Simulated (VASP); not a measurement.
CdS (Greenockite):

```
CELL_PARAMETERS angstrom
4.15000 0.00000 0.00000
-2.07500 3.59401 0.00000
0.00000 0.00000 6.73700
ATOMIC_POSITIONS crystal
Cd 0.66667 0.33333 0.50000
Cd 0.33333 0.66667 0.00000
S 0.66667 0.33333 0.87500
S 0.33333 0.66667 0.37500
```

Base run:

```yaml
Program: VASP 6.6.1
Functional: r2SCAN
Potentials_or_basis: VASP PAW PBE potentials, release 64 (Cd, S)
Cutoff: 520 eV
k_mesh: 5 × 5 × 3
Occupations: fermi-dirac, width 0.05 eV
Spin: spin-orbit coupling, no magnetisation
```

Its results: pressure 1.0 GPa; largest force 0.070 eV/Å.

**Question.** The run is repeated on the same cell with these changes: functional from r2SCAN to SCAN; further incar settings from ALGO = Normal; EDIFF = 1e-06 to ALGO = Normal; EDIFF = 1e-07. What comes out?

**Answer.** Pressure 0.3 GPa; largest force 0.067 eV/Å.

Caveats: the PAW data sets were made with another functional, which shifts forces and pressure a little.
